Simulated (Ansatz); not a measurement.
# CdS (Greenockite) (P6_3mc) in Ansatz: settings compared

One crystal, CdS (Greenockite), is run at these levels: RPBE+D3(BJ), r2SCAN+D3(BJ); tasks: band structure, optical spectrum.

Everything below comes from runs of Ansatz 0.2.0. Logs are shortened: lines on timing, memory, paths and dates and some standing lists are left out, and cuts for length are marked.

**Measured values to compare with.**

From “Isotope dependence of band-gap energy”, 2008, arxiv:0807.2152, for a bulk crystal of CdS: band gap 2.5809 ± 0.0002 eV.

The runs below are set against these values where they give the same quantity.

### Step 1. The crystal as given

The structure is hexagonal, space group P6_3mc (No. 186). The conventional cell has a = 4.150 Å, b = 4.150 Å, c = 6.737 Å, α = 90.00°, β = 90.00°, γ = 120.00°. Cd (site symmetry 3m) has 4 S at 2.53 to 2.54 Å as nearest neighbours. Around S (site symmetry 3m) lie 4 Cd at 2.53 to 2.54 Å.

### Step 2. Band structure, RPBE+D3(BJ)

Input file input.yaml:

```yaml
crystal:
  lattice:
    - [4.15, 0.0, 0.0]
    - [-2.075, 3.5940054257, 0.0]
    - [0.0, 0.0, 6.737]
  atoms:
    - { symbol: Cd, position: [0.6666666667, 0.3333333333, 0.5] }
    - { symbol: Cd, position: [0.3333333333, 0.6666666667, 0.0] }
    - { symbol: S, position: [0.6666666667, 0.3333333333, 0.875] }
    - { symbol: S, position: [0.3333333333, 0.6666666667, 0.375] }
hamiltonian:
  xc: rpbe
  pseudopotentials: { kind: paw }
  dispersion: d3bj
kpoints:
  mp_grid: { grid: [7, 7, 4] }
  band_path:
    path:
      - [[0.0, 0.0, 0.0], [0.5, 0.0, 0.0], [0.3333333333, 0.3333333333, 0.0], [0.0, 0.0, 0.0], [0.0, 0.0, 0.5], [0.5, 0.0, 0.5], [0.3333333333, 0.3333333333, 0.5], [0.0, 0.0, 0.5]]
      - [[0.5, 0.0, 0.5], [0.5, 0.0, 0.0]]
      - [[0.3333333333, 0.3333333333, 0.0], [0.3333333333, 0.3333333333, 0.5]]
    npoints: 14
scf:
  occupations: { method: gaussian, width: 0.01 }
  n_extra_bands: 10
output:
  forces: true
  stress: true
  eigenvalues: true
  fatbands: false
```

Potentials or basis: Ansatz PAW.

The run is started by

```bash
> ansatz run input.yaml --threads 2 --pin off --max-ram 5632MiB --backend cpu --events-out ev --progress --plain --runs-dir out
```

The program printed:

```text
Warning: RAYON_NUM_THREADS=2 ignored (pool sized by the plan → 2); use --threads N
scf.n_extra_bands = 10 over 26 filled bands (N_el = 52.0): the run solves 36 bands
Engine: ansatz 0.2.0, x86_64-unknown-linux-gnu
Pseudopotentials: kind: paw
Pseudopotential: Cd, paw, valence charge 20, recommended cutoff 420 eV (normal), Cd.paw.azcp
Pseudopotential: S, paw, valence charge 6, recommended cutoff 420 eV (normal), S.paw.azcp
Functional definition: RPBE
  parameter kappa = 0.804
  parameter beta = 0.06672455060314922
  exchange = rpbe_x(kappa = kappa, mu = beta*pi^2/3)
  correlation = pbe_c(beta = beta)
Crystal: 4 atoms, lattice volume = 100.483 Å³
Basis set: ecut = 420 eV, 1973 PW (Γ), exchange–correlation on 60×60×96 points (8 copies of the dense FFT grid, shifted against one another)
Bands: 36, of which v1, the nominal top of the filled ones, is band 26 counted from 1 (25 counted from 0)
Symmetry: 12 space group operations
Space group: P63mc (ITA 186), of the structure as read, at distance tolerance 4.6e-5 Å
k-points: 24 of 196 (time reversal used)
Non-local potential: Cd, projectors of the file, l = 0: 3, l = 1: 2, l = 2: 2, l = 3: 1
Non-local potential: S, projectors of the file, l = 0: 2, l = 1: 2, l = 2: 2
PAW form: soft (Blöchl's): semilocal exchange-correlation on the pseudo side does not see the compensation charge
PAW frozen core: Cd, regenerated for the run's functional, and the local potential with it (the file was generated under x = pbe(κ = 0.804, μ = 0.2195149727645171), c = pbe(β = 0.06672455060314922))
PAW frozen core: S, regenerated for the run's functional, and the local potential with it (the file was generated under x = pbe(κ = 0.804, μ = 0.2195149727645171), c = pbe(β = 0.06672455060314922))
PAW one-centre angular grid: Cd, 590 points (default); XC on 64 Gauss nodes
PAW one-centre angular grid: S, 110 points (default); XC on 64 Gauss nodes
Initial density: superposition of atomic densities (neutral atoms: chi_scale 0, normalization atom), corrected by the library's trained network
Initial wavefunctions: pseudopotential atomic-orbital guess
Functional: x = rpbe, c = pbe(β = 0.06672455060314922)
SCF iter   1: F=—  HF=-18343.705407 eV  |F-HF|=—  |Δ(HF+E_count)|=         —  Δρ=3.67e-3  dr2=1.19e-2  ethr=1.77e-3  ⟨swp⟩=6.1  Hψ=3659  notcnv=0  defer=3
preconditioner: auto → Resta (q_TF=auto, 2.445 Å⁻¹)  ε∞=3.8  [insulator: Δε(μ)=1.392 eV  Ē_g=13.255 eV  σ=0.010 eV  W_gap=1.00  n_scr=22 (ndim 8)  ℏωp=22.2 eV  f_vac=0.131  D(μ)=0.00/eV (n_scr^D=0)  ε∞_Penn≈3.8]
SCF iter   2: F=—  HF=-18343.704309 eV  |F-HF|=—  |Δ(HF+E_count)|=   1.10e-3  Δρ=1.29e-3  dr2=1.70e-3  ethr=2.28e-5  ⟨swp⟩=2.0  Hψ=1612  notcnv=0  defer=69
SCF iter   3: F=—  HF=-18343.704452 eV  |F-HF|=—  |Δ(HF+E_count)|=   1.43e-4  Δρ=5.52e-4  dr2=3.66e-4  ethr=3.26e-6  ⟨swp⟩=2.0  Hψ=965  notcnv=0  defer=69
SCF iter   4: F=—  HF=-18343.704622 eV  |F-HF|=—  |Δ(HF+E_count)|=   1.70e-4  Δρ=1.22e-4  dr2=2.03e-5  ethr=7.04e-7  ⟨swp⟩=2.9  Hψ=1398  notcnv=0  defer=69
SCF iter   5: F=—  HF=-18343.704772 eV  |F-HF|=—  |Δ(HF+E_count)|=   1.50e-4  Δρ=4.76e-5  dr2=2.86e-6  ethr=3.90e-8  ⟨swp⟩=2.0  Hψ=1350  notcnv=0  defer=69
SCF iter   6: F=—  HF=-18343.704782 eV  |F-HF|=—  |Δ(HF+E_count)|=   1.05e-5  Δρ=1.05e-5  dr2=1.42e-7  ethr=5.49e-9  ⟨swp⟩=2.0  Hψ=1264  notcnv=0  defer=69
SCF iter   7: F=-18343.704783 eV  HF=-18343.704783 eV  |F-HF|=2.96e-8  |Δ(HF+E_count)|=   8.70e-7  Δρ=3.17e-6  dr2=1.03e-8  ethr=1.92e-10  ⟨swp⟩=9.3  Hψ=4066  notcnv=0
SCF 1 converged in 7 iterations: F = -18343.704783 eV  dr2 = 1.03e-8
NSCF: frozen V_eff on 129 k-points
SCF converged after 7 iterations
Free energy (F): -18343.704783 eV
Harris-Foulkes:  -18343.704783 eV  (|F-HF|=2.96e-8)
Internal energy: -18343.704783 eV  (E = F + TS)
E sigma→0 (E₀):  -18343.704783 eV
Fermi energy:    7.543109 eV
--- Per-component energies (eV) ---
  E_band       = -1014.097835
  E_kinetic    = 1223.806215
  E_local      = -8072.534931  (includes V_loc(G=0)·N_el)
  E_nonlocal   = 121.476455
  E_hartree    = 3710.494061
  E_xc         = -549.007221
  E_vxc        = -618.113882  (∫ρ·V_xc dr)
  E_paw        = -9390.651192  (= ΣΔE_a)
  E_vpaw       = -1089.726968  (= ΣTr[D̂ρ^β])
  E_aug_tail   = 0.000033  (compensation charges beyond the density's cutoff)
  E_ewald      = -5382.392226
  E_disp       = -4.598482  (pairwise vdW)
  E_core_change = -0.297496  (= ΣΔE_core)
  E_smearing   = -0.000000  (= −TS)
  E_closure    = 0.000000  (closes the sum)
  Σ components = -18343.704783   (vs F -18343.704783, Δ=0.00e0)
--- Forces (eV/Å), atoms counted from 1 ---
  atom   1  Cd     0.00000000    -0.00000000    -0.08898146
  atom   2  Cd    -0.00000000     0.00000000    -0.08898146
  atom   3  S     -0.00000000    -0.00000000     0.08896766
  atom   4  S      0.00000000     0.00000000     0.08896766
  max |Σ_I F_I| component: 2.76e-5 eV/Å
--- Stress (GPa, compression-positive) ---
       -4.506166       0.000000      -0.000000
        0.000000      -4.506166       0.000000
       -0.000000      -0.000000      -4.113378
  P = ⅓ Tr σ = -4.3752 GPa (-43.752 kbar)
--- Band table (eV; the first three rows and the last of 24) ---
  k-point 0: bands = ["-94.4230", "-94.4230", "-55.4981", "-55.4981", "-55.4980", "-55.4980", "-55.4977", "-55.4971", "-5.4163", "-4.9998", "-0.8139", "-0.7927", "-0.7927", "-0.7070", "-0.7070", "-0.3948", "-0.3948", "-0.3069", "-0.3069", "0.0323", "2.5867", "6.1045", "6.1045", "6.8119", "6.8520", "6.8520", "8.2342", "9.7816", "13.4065", "13.4065", "13.7299", "14.4901", "14.4901", "14.7502", "16.7559", "16.7559"]
  k-point 1: bands = ["-94.4230", "-94.4230", "-55.4981", "-55.4981", "-55.4980", "-55.4980", "-55.4976", "-55.4972", "-5.3537", "-5.0582", "-0.7834", "-0.7834", "-0.7663", "-0.7229", "-0.7229", "-0.3791", "-0.3791", "-0.3169", "-0.3169", "-0.2286", "3.1856", "5.8612", "6.2078", "6.2078", "6.7358", "6.7358", "9.0817", "9.8559", "13.2701", "13.4753", "13.4753", "14.1128", "14.2102", "14.2102", "17.2171", "17.2171"]
  k-point 2: bands = ["-94.4230", "-94.4230", "-55.4980", "-55.4980", "-55.4980", "-55.4980", "-55.4974", "-55.4974", "-5.2039", "-5.2039", "-0.7564", "-0.7564", "-0.7564", "-0.7564", "-0.5833", "-0.5833", "-0.3452", "-0.3452", "-0.3452", "-0.3452", "4.4541", "4.4541", "6.4653", "6.4653", "6.4653", "6.4653", "9.8374", "9.8374", "13.1741", "13.1741", "13.7506", "13.7506", "13.7506", "13.7506", "18.3250", "18.3250"]
  k-point 23: bands = ["-94.4230", "-94.4230", "-55.4984", "-55.4984", "-55.4983", "-55.4983", "-55.4973", "-55.4973", "-4.9187", "-4.9187", "-0.6325", "-0.6325", "-0.5986", "-0.5986", "-0.4139", "-0.4139", "-0.3528", "-0.3528", "0.1375", "0.1375", "2.9772", "2.9772", "4.6654", "4.6654", "5.7402", "5.7402", "11.2936", "11.2936", "13.0049", "13.0049", "13.5548", "13.5548", "15.6380", "15.6380", "17.2678", "17.2678"]
```

bands.tsv:

```text
# k_distance	band_0	band_1	band_2	band_3	band_4	band_5	band_6	band_7	band_8	band_9	band_10	band_11	band_12	band_13	band_14	band_15	band_16	band_17	band_18	band_19	band_20	band_21	band_22	band_23	band_24	band_25	band_26	band_27	band_28	band_29	band_30	band_31	band_32	band_33	band_34	band_35
[... 149 lines left out ...]
6.175239	-101.966108	-101.966108	-63.041517	-63.041517	-63.041432	-63.041432	-63.040449	-63.040449	-12.452100	-12.452100	-8.166687	-8.166687	-8.143512	-8.143512	-7.931216	-7.931216	-7.918933	-7.918933	-7.362086	-7.362086	-4.604113	-4.604113	-3.018199	-3.018199	-1.781829	-1.781829	3.807077	3.807077	5.587748	5.587748	5.881482	5.881482	8.726429	8.726429	9.005738	9.005738
```

It took 23 s on 2 threads of Intel Xeon at 2.50GHz (Skylake/Cascade Lake), shared host; peak memory 0.51 GiB.

What came out:

```
Free energy             : -18343.7048 eV
Pressure                : -4.4 GPa
Largest force           : 0.089 eV/Å
Band gap on the k mesh  : 1.38 eV, direct
Band gap along the path : 1.38 eV, direct
```

Forces on the atoms (eV/Å):
```
Cd   0.000  0.000 -0.089
Cd   0.000  0.000 -0.089
S    0.000  0.000  0.089
S    0.000  0.000  0.089
```

Levels at the corners of the path, in eV from the valence-band top:
```
point  band 24  band 25  band 26  band 27  band 28  band 29
    Γ    -0.04     0.00     0.00     1.38     2.93     6.55
    M    -1.82    -1.25    -0.72     3.82     4.03     5.27
    K    -1.80    -1.80    -1.56     4.84     5.14     5.14
    Γ    -0.04     0.00     0.00     1.38     2.93     6.55
    A    -0.39    -0.39    -0.39     2.99     2.99     6.32
    L    -1.30    -1.29    -1.29     3.63     3.63     5.50
    H    -2.33    -1.09    -1.09     4.50     4.50     6.28
    A    -0.39    -0.39    -0.39     2.99     2.99     6.32
    L    -1.30    -1.29    -1.29     3.63     3.63     5.50
    M    -1.82    -1.25    -0.72     3.82     4.03     5.27
    K    -1.80    -1.80    -1.56     4.84     5.14     5.14
    H    -2.33    -1.09    -1.09     4.50     4.50     6.28
```

Caveat: the PAW data sets come from PBE, with cores solved anew for the run's functional, which leaves a small shift of forces and pressure.

### Step 3. Optical spectrum, r2SCAN+D3(BJ)

Input file input.yaml:

```yaml
crystal:
  lattice:
    - [4.15, 0.0, 0.0]
    - [-2.075, 3.5940054257, 0.0]
    - [0.0, 0.0, 6.737]
  atoms:
    - { symbol: Cd, position: [0.6666666667, 0.3333333333, 0.5] }
    - { symbol: Cd, position: [0.3333333333, 0.6666666667, 0.0] }
    - { symbol: S, position: [0.6666666667, 0.3333333333, 0.875] }
    - { symbol: S, position: [0.3333333333, 0.6666666667, 0.375] }
hamiltonian:
  xc: r2scan
  pseudopotentials: { kind: paw }
  dispersion: d3bj
kpoints:
  mp_grid: { grid: [7, 7, 4] }
scf:
  occupations: { method: gaussian, width: 0.1 }
  n_extra_bands: 16
output:
  eigenvalues: true
  optics: { e_range: [0, 14], sigma: 0.05, nscf_kmesh: { grid: [10, 10, 6] } }
```

Potentials or basis: Ansatz PAW.

The run is started by

```bash
> ansatz run input.yaml --threads 2 --pin off --max-ram 5632MiB --backend cpu --events-out ev --progress --plain --runs-dir out
```

The program printed:

```text
Warning: the engine holds no damping parameters fitted to this dispersion correction and functional, so the run takes those fitted to r2scan beside the three-body term, which d3bj leaves out (hamiltonian.dispersion, under Limitations)
Warning: RAYON_NUM_THREADS=2 ignored (pool sized by the plan → 2); use --threads N
scf.n_extra_bands = 16 over 26 filled bands (N_el = 52.0): the run solves 42 bands
Engine: ansatz 0.2.0, x86_64-unknown-linux-gnu
Pseudopotentials: kind: paw
Pseudopotential: Cd, paw, valence charge 20, recommended cutoff 500 eV (meta_gga), Cd.paw.azcp
Pseudopotential: S, paw, valence charge 6, recommended cutoff 500 eV (meta_gga), S.paw.azcp
Functional definition: r2SCAN
  parameter k0 = 0.174
  parameter k1 = 0.065
  parameter a1 = 4.9479
  exchange = r2scan_x(k0 = k0, k1 = k1, a1 = a1)
  correlation = r2scan_c
Crystal: 4 atoms, lattice volume = 100.483 Å³
Basis set: ecut = 500 eV, 2539 PW (Γ), exchange–correlation on 128×128×200 points (64 copies of the dense FFT grid, shifted against one another)
Bands: 42, of which v1, the nominal top of the filled ones, is band 26 counted from 1 (25 counted from 0)
Symmetry: 12 space group operations
Space group: P63mc (ITA 186), of the structure as read, at distance tolerance 4.6e-5 Å
k-points: 24 of 196 (time reversal used)
Non-local potential: Cd, projectors of the file, l = 0: 3, l = 1: 2, l = 2: 2, l = 3: 1
Non-local potential: S, projectors of the file, l = 0: 2, l = 1: 2, l = 2: 2
PAW form: soft (Blöchl's): semilocal exchange-correlation on the pseudo side does not see the compensation charge
PAW frozen core: Cd, regenerated for the run's functional (the file was generated under x = pbe(κ = 0.804, μ = 0.2195149727645171), c = pbe(β = 0.06672455060314922))
PAW frozen core: S, regenerated for the run's functional (the file was generated under x = pbe(κ = 0.804, μ = 0.2195149727645171), c = pbe(β = 0.06672455060314922))
PAW one-centre angular grid: Cd, 590 points (default); XC on 160 Gauss nodes
PAW one-centre angular grid: S, 302 points (default); XC on 160 Gauss nodes
Initial density: superposition of atomic densities (neutral atoms: chi_scale 0, normalization atom), corrected by the library's trained network
Initial wavefunctions: pseudopotential atomic-orbital guess
Functional: x = r2scan, c = r2scan; τ floored in thin density (d = 2e-4 eV/Å³)
SCF iter   1: F=—  HF=-18351.788435 eV  |F-HF|=—  |Δ(HF+E_count)|=         —  Δρ=6.05e-3  dr2=1.95e-2  dr2_τ=3.23e-2  ethr=1.77e-3  ⟨swp⟩=6.0  Hψ=4374  notcnv=0  defer=125
preconditioner: auto → Resta (q_TF=auto, 2.445 Å⁻¹)  ε∞=2.9  [insulator: Δε(μ)=1.632 eV  Ē_g=16.176 eV  σ=0.100 eV  W_gap=1.00  n_scr=22 (ndim 8)  ℏωp=22.2 eV  f_vac=0.131  D(μ)=0.00/eV (n_scr^D=0)  ε∞_Penn≈2.9]
SCF iter   2: F=—  HF=-18351.809871 eV  |F-HF|=—  |Δ(HF+E_count)|=   2.14e-2  Δρ=3.32e-3  dr2=4.55e-3  dr2_τ=9.44e-4  ethr=3.76e-5  ⟨swp⟩=2.9  Hψ=1977  notcnv=0  defer=206
SCF iter   3: F=—  HF=-18351.811960 eV  |F-HF|=—  |Δ(HF+E_count)|=   2.09e-3  Δρ=8.51e-4  dr2=4.75e-4  dr2_τ=2.73e-5  ethr=8.75e-6  ⟨swp⟩=1.0  Hψ=800  notcnv=0  defer=206
SCF iter   4: F=—  HF=-18351.812126 eV  |F-HF|=—  |Δ(HF+E_count)|=   1.66e-4  Δρ=1.27e-4  dr2=1.40e-5  dr2_τ=1.17e-6  ethr=9.13e-7  ⟨swp⟩=3.0  Hψ=1484  notcnv=0  defer=206
SCF iter   5: F=—  HF=-18351.812109 eV  |F-HF|=—  |Δ(HF+E_count)|=   1.75e-5  Δρ=3.97e-5  dr2=1.67e-6  dr2_τ=7.65e-8  ethr=2.70e-8  ⟨swp⟩=2.0  Hψ=1232  notcnv=0  defer=206
SCF iter   6: F=—  HF=-18351.812140 eV  |F-HF|=—  |Δ(HF+E_count)|=   3.17e-5  Δρ=5.99e-6  dr2=5.00e-8  dr2_τ=2.98e-9  ethr=3.22e-9  ⟨swp⟩=2.0  Hψ=1232  notcnv=0  defer=206
SCF iter   7: F=—  HF=-18351.812140 eV  |F-HF|=—  |Δ(HF+E_count)|=   2.94e-8  Δρ=1.19e-6  dr2=1.45e-9  dr2_τ=2.33e-10  ethr=9.61e-11  ⟨swp⟩=2.0  Hψ=1232  notcnv=0  defer=206
SCF iter   8: F=—  HF=-18351.812140 eV  |F-HF|=—  |Δ(HF+E_count)|=   1.77e-9  Δρ=1.86e-7  dr2=3.11e-11  dr2_τ=2.59e-12  ethr=2.79e-12  ⟨swp⟩=2.0  Hψ=1232  notcnv=0  defer=206
SCF iter   9: F=-18351.812140 eV  HF=-18351.812140 eV  |F-HF|=1.09e-11  |Δ(HF+E_count)|=  3.27e-11  Δρ=3.43e-8  dr2=1.22e-12  dr2_τ=7.09e-14  ethr=1.00e-12  ⟨swp⟩=8.8  Hψ=3924  notcnv=0
SCF 1 converged in 9 iterations: F = -18351.812140 eV  dr2 = 1.22e-12
NSCF: frozen V_eff on 56 k-points
Optics k sum: 0 of 56 k-points
Optics k sum: 3 of 56 k-points
Optics k sum: 6 of 56 k-points
Optics k sum: 9 of 56 k-points
Optics k sum: 12 of 56 k-points
Optics k sum: 14 of 56 k-points
[... 34 lines left out ...]
Optics k sum: 54 of 56 k-points
Optics k sum: 56 of 56 k-points
NSCF: frozen V_eff on 1 k-points
NSCF: frozen V_eff on 1 k-points
SCF converged after 9 iterations
Free energy (F): -18351.812140 eV
Harris-Foulkes:  -18351.812140 eV  (|F-HF|=1.09e-11)
Internal energy: -18351.812140 eV  (E = F + TS)
E sigma→0 (E₀):  -18351.812140 eV
Fermi energy:    7.293936 eV
--- Per-component energies (eV) ---
  E_band       = -1075.452425
  E_kinetic    = 1224.057516
  E_local      = -8076.651041  (includes V_loc(G=0)·N_el)
  E_nonlocal   = 126.314171
  E_hartree    = 3710.683468
  E_xc         = -520.069416
  E_vxc        = -680.617964  (∫ρ·V_xc dr)
  E_paw        = -9431.821381  (= ΣΔE_a)
  E_vpaw       = -1133.368934  (= ΣTr[D̂ρ^β])
  E_aug_tail   = 0.000013  (compensation charges beyond the density's cutoff)
  E_vtau       = 43.446854  (kinetic-family band-sum trace: ∫τ·v_τ [+ j·A + Jᵃ·Aᵃ] dr)
  E_ewald      = -5382.392226
  E_disp       = -0.584171  (pairwise vdW)
  E_core_change = -1.349075  (= ΣΔE_core)
  E_smearing   = -0.000000  (= −TS)
  E_closure    = 0.000000  (closes the sum)
  Σ components = -18351.812140   (vs F -18351.812140, Δ=0.00e0)
--- Band table (eV; the first three rows and the last of 24) ---
  k-point 0: bands = ["-97.5845", "-97.5844", "-57.7482", "-57.7482", "-57.7480", "-57.7480", "-57.7480", "-57.7474", "-6.3231", "-5.8948", "-1.4764", "-1.4541", "-1.4541", "-1.3625", "-1.3625", "-1.0316", "-1.0316", "-0.9430", "-0.9430", "-0.5976", "2.0849", "5.6949", "5.6949", "6.4203", "6.4630", "6.4630", "8.1207", "9.7212", "13.4463", "13.4463", "13.7859", "14.5809", "14.5809", "14.5884", "16.7694", "16.7694", "17.4091", "18.4765", "18.4765", "18.9693", "19.3859", "21.4567"]
  k-point 1: bands = ["-97.5845", "-97.5844", "-57.7482", "-57.7482", "-57.7481", "-57.7481", "-57.7479", "-57.7475", "-6.2588", "-5.9550", "-1.4439", "-1.4439", "-1.4260", "-1.3793", "-1.3793", "-1.0159", "-1.0159", "-0.9531", "-0.9531", "-0.8662", "2.7050", "5.4771", "5.8014", "5.8014", "6.3441", "6.3441", "8.9618", "9.7969", "13.2708", "13.5072", "13.5072", "13.9808", "14.2720", "14.2720", "17.2666", "17.2666", "17.4795", "19.0062", "19.0062", "19.1040", "20.4949", "21.0091"]
  k-point 2: bands = ["-97.5844", "-97.5844", "-57.7481", "-57.7481", "-57.7481", "-57.7481", "-57.7477", "-57.7477", "-6.1049", "-6.1049", "-1.4149", "-1.4149", "-1.4149", "-1.4149", "-1.2343", "-1.2343", "-0.9818", "-0.9818", "-0.9818", "-0.9818", "4.0224", "4.0224", "6.0666", "6.0666", "6.0666", "6.0666", "9.7643", "9.7643", "13.0925", "13.0925", "13.7829", "13.7829", "13.7829", "13.7829", "18.0853", "18.0853", "18.4930", "18.4930", "18.4930", "18.4930", "21.4279", "21.4279"]
  k-point 23: bands = ["-97.5844", "-97.5844", "-57.7485", "-57.7485", "-57.7484", "-57.7484", "-57.7476", "-57.7476", "-5.8112", "-5.8112", "-1.2842", "-1.2842", "-1.2491", "-1.2491", "-1.0529", "-1.0529", "-0.9899", "-0.9899", "-0.4891", "-0.4891", "2.5207", "2.5207", "4.1851", "4.1851", "5.3181", "5.3181", "11.2623", "11.2623", "12.8485", "12.8485", "13.4751", "13.4751", "15.6255", "15.6255", "17.3859", "17.3859", "19.4466", "19.4466", "20.9790", "20.9790", "21.4540", "21.4540"]
```

It took 7.6 min on 2 threads of Intel Xeon at 2.50GHz (Skylake/Cascade Lake), shared host; peak memory 1.3 GiB.

Results:

```yaml
Free_energy: -18351.8121 eV
Band_gap_on_the_k_mesh: 1.66 eV, direct
```

Levels at points of the mesh, in eV from the valence-band top:
```csv
k point,band 24,band 25,band 26,band 27,band 28,band 29
"(0.00, 0.00, 0.00)",-0.04,0.00,0.00,1.66,3.26,6.98
"(0.00, 0.00, -0.50)",-0.40,-0.40,-0.40,3.30,3.30,6.63
```

Dielectric function (mean over the directions given):
| energy (eV) | real part | imaginary part |
| --- | --- | --- |
| 0.30 | 5.39 | 0.00 |
| 1.00 | 5.59 | 0.00 |
| 1.70 | 6.57 | 0.29 |
| 2.40 | 6.21 | 1.20 |
| 3.10 | 6.36 | 1.47 |
| 3.90 | 7.46 | 2.19 |
| 4.60 | 8.54 | 4.75 |
| 5.30 | 4.76 | 6.77 |
| 6.00 | 3.87 | 6.21 |
| 6.70 | 3.79 | 6.29 |
| 7.50 | 0.08 | 5.54 |
| 8.20 | -0.74 | 8.68 |
| 8.90 | -2.92 | 3.35 |
| 9.60 | -1.72 | 2.72 |
| 10.30 | -1.31 | 2.28 |
| 11.10 | -0.83 | 1.52 |
| 11.80 | -0.69 | 1.61 |
| 12.50 | -0.78 | 1.11 |
| 13.20 | -0.16 | 0.94 |
| 14.00 | -0.29 | 0.86 |

Caveat: odd divisions of the mesh miss points on the zone boundary, where band edges often lie, so the gap on the mesh can be too wide; spectra need much finer meshes, so this one isn't converged; independent-particle spectra lack excitons; the PAW data sets come from PBE, with cores solved anew for the run's functional, which leaves a small shift of forces and pressure; the dispersion damping was fitted for another functional or another form of the correction.

### Step 4. Comparison with measurements

Step 2. Against the measured gap of CdS, 2.5809 eV (quoted in “Isotope dependence of band-gap energy”, 2008, arxiv:0807.2152), the calculated 1.38 eV is off by -1.20 eV. Spin-orbit coupling on Cd is left out. The value is that of RPBE+D3(BJ), without temperature or zero-point motion. Semilocal functionals fall short of measured gaps as a rule.

Step 3. Measured gap of CdS: 2.5809 eV (quoted in “Isotope dependence of band-gap energy”, 2008, arxiv:0807.2152). This calculation gives 1.66 eV (-0.92 eV). Spin-orbit coupling on Cd is left out. The value is that of r2SCAN+D3(BJ), without temperature or zero-point motion.
